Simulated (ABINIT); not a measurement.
## BAs in ABINIT: the effect of functional

Crystal: BAs.

```xyz
2
Lattice="0.0000 2.3885 2.3885 2.3885 0.0000 2.3885 2.3885 2.3885 0.0000" Properties=species:S:1:pos:R:3 pbc="T T T"
As    3.5827    3.5827    3.5827
B     0.0000    0.0000    0.0000
```

Alike in all runs:

- Program: ABINIT 10.8.3 (patched build)
- Task: single point
- Potentials or basis: JTH PAW PBE v2.0
- Cutoff: 490 eV
- k mesh: 10 × 10 × 10
- Occupations: fermi-dirac, width 0.05 eV
- Spin: no spin polarisation

Task: One run gave: gap on the mesh 1.36 eV; pressure 0.7 GPa. Which functional did it use?
A. BLYP
B. WC
C. revPBE
D. SCAN
E. r2SCAN

Result: E.

```csv
functional,gap on the mesh (eV),pressure (GPa)
PBE,1.18,2.8
LDA,1.13,-3.8
PBEsol,1.08,-0.7
RPBE,1.21,5.4
BLYP,1.41,7.6
AM05,1.12,-0.9
r2SCAN,1.36,0.7
SCAN,1.41,-0.7
revPBE,1.20,4.8
PW91,1.20,2.6
WC,1.09,-0.6
```

Caveats: the PAW data sets were made with another functional, which shifts forces and pressure a little (some runs).

A k mesh can miss the band edges.
